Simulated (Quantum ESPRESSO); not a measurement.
Crystal: RbBr.

```
CELL_PARAMETERS angstrom
0.00000 3.42700 3.42700
3.42700 0.00000 3.42700
3.42700 3.42700 0.00000
ATOMIC_POSITIONS crystal
Rb 0.00000 0.00000 0.00000
Br 0.50000 0.50000 0.50000
```

Base run:

| Quantity | Value |
| --- | --- |
| Program | Quantum ESPRESSO 7.5 |
| Functional | BLYP |
| Potentials or basis | PseudoDojo 0.4.1 SR PBE standard |
| Cutoff | 626 eV |
| Density cutoff | 2503 eV |
| k mesh | 6 × 6 × 6, shifted |
| Occupations | fermi-dirac, width 0.05 eV |
| Spin | no spin polarisation |

Its results: pressure 1.9 GPa; electronic dielectric tensor (diagonal) 2.54.

**Question.** The run is repeated on the same cell with these changes: functional from BLYP to AM05. What comes out?

**Answer.** Pressure 0.7 GPa; electronic dielectric tensor (diagonal) 2.54.

AM05 binds more tightly than BLYP, so the same cell stands under less pressure.

Caveats: the potentials were made for another functional, which shifts forces and pressure.
